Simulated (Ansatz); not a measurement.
The system is AlN.

```
Al N
1.0
     0.00000    2.03452    2.03452
     2.03452    0.00000    2.03452
     2.03452    2.03452    0.00000
Al N
1 1
Cartesian
  2.0345 2.0345 2.0345
  0.0000 0.0000 0.0000
```

Measurements of this composition are mostly on another form, of space group No. 186.

* Program: Ansatz 0.2.0
* Task: relaxation of cell and atoms
* Functional: revPBE
* Dispersion: D4
* Potentials or basis: Ansatz PAW
* Cutoff: 420 eV (not typed: the program's choice for these potentials)
* k mesh: 11 × 11 × 11
* Occupations: fermi-dirac, width 0.05 eV
* Spin: no spin polarisation

At the start: volume 8.42 Å³/atom.

Where does the relaxation end?

It ends after 7 steps and the volume is 8.09 Å³/atom (-4.0 %); space group Fm-3m (No. 225, to 0.05 Å).

Step by step:
```csv
step,energy change (eV),largest force (eV/Å),volume (Å³)
1,0.0000,0.0000,16.84
2,-0.0167,0.0000,16.52
3,-0.0237,0.0000,16.16
4,-0.0237,0.0000,16.18
5,-0.0220,0.0000,16.18
6,-0.0220,0.0000,16.17
7,-0.0220,0.0000,16.17
```

Final structure:
```yaml
crystal:
  lattice:
    - [0.00000, 2.00716, 2.00716]
    - [2.00716, 0.00000, 2.00716]
    - [2.00716, 2.00716, 0.00000]
  atoms:
    - { symbol: Al, position: [0.50000, 0.50000, 0.50000] }
    - { symbol: N, position: [0.00000, 0.00000, 0.00000] }
```

Caveat: the plane-wave basis is chosen anew once the cell has moved, so the energies of steps on either side of that aren't comparable; the pressure holds a Pulay correction of +0.5 GPa for the finite cutoff; the PAW data sets come from PBE, with cores solved anew for the run's functional, which leaves a small shift of forces and pressure.
